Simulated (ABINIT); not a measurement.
Crystal: Pt.

```
CELL_PARAMETERS angstrom
2.76067 0.00000 0.00000
-1.38033 2.39081 0.00000
0.00000 0.00000 4.79213
ATOMIC_POSITIONS crystal
Pt 0.33333 0.66667 0.25000
Pt 0.66667 0.33333 0.75000
```

This isn't the form of Pt at room conditions, which is fcc.

* Program: ABINIT 10.8.3 (patched build)
* Task: relaxation of cell and atoms
* Functional: r2SCAN
* Potentials or basis: JTH PAW PBE v2.0
* Cutoff: 517 eV
* k mesh: 9 × 9 × 5
* Occupations: fermi-dirac, width 0.05 eV
* Spin: no spin polarisation

At the start: pressure -5.0 GPa; volume 15.81 Å³/atom.

Task: How do energy, volume and symmetry change on relaxing?

Result: Over 3 steps the energy falls by 4.9 meV/atom and the volume is 15.51 Å³/atom (-1.9 %); space group P6_3/mmc (No. 194, to 0.05 Å).

Step by step:
```csv
step,energy change (eV),largest force (eV/Å),pressure (GPa),volume (Å³)
1,0.0000,0.0000,-5.03,31.63
2,-0.0094,0.0000,-1.08,31.14
3,-0.0098,0.0000,0.03,31.02
```

Final structure:
```
CELL_PARAMETERS angstrom
2.74192 0.00000 0.00000
-1.37096 2.37458 0.00000
0.00000 0.00000 4.76368
ATOMIC_POSITIONS crystal
Pt 0.33333 0.66667 0.25000
Pt 0.66667 0.33333 0.75000
```

Caveat: the PAW data sets were made with another functional, which shifts forces and pressure a little.
